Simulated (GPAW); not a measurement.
Sn:

```xyz
2
Lattice="0.0000 3.2333 3.2333 3.2333 0.0000 3.2333 3.2333 3.2333 0.0000" Properties=species:S:1:pos:R:3 pbc="T T T"
Sn    4.8500    4.8500    4.8500
Sn    3.2333    3.2333    3.2333
```

This isn't the form of Sn at room conditions, which is tetragonal (white tin).

| Item | Value |
| --- | --- |
| Program | GPAW 26.7.0 |
| Task | relaxation of cell and atoms |
| Functional | PBE |
| Potentials or basis | GPAW PAW data sets (gpaw-data 1.2.1) |
| Cutoff | 600 eV |
| Basis | pw |
| k mesh | 7 × 7 × 7 |
| Occupations | fermi-dirac, width 0.05 eV |
| Spin | no spin polarisation |

At the start: pressure 3.5 GPa; volume 33.80 Å³/atom.

How do energy, volume and symmetry change on relaxing?

Over 4 steps the energy falls by 28.6 meV/atom and the volume is 36.61 Å³/atom (+8.3 %); space group Fd-3m (No. 227, to 0.05 Å).

The path:
```tsv
step	energy change (eV)	largest force (eV/Å)	pressure (GPa)	volume (Å³)
1	0.0000	0.0000	3.53	67.61
2	-0.0212	0.0000	2.72	68.69
3	-0.0569	0.0000	0.26	72.74
4	-0.0573	0.0000	0.02	73.21
```

Final structure:
```cif
data_structure
_symmetry_space_group_name_H-M 'P 1'
_symmetry_Int_Tables_number 1
_cell_length_a 4.6957
_cell_length_b 4.6957
_cell_length_c 4.6957
_cell_angle_alpha 60.000
_cell_angle_beta 60.000
_cell_angle_gamma 60.000
_cell_volume 73.21
loop_
_atom_site_label
_atom_site_type_symbol
_atom_site_fract_x
_atom_site_fract_y
_atom_site_fract_z
_atom_site_occupancy
Sn1 Sn 0.75000 0.75000 0.75000 1
Sn2 Sn 0.50000 0.50000 0.50000 1
```

Caveat: later steps reuse the first step's grids.
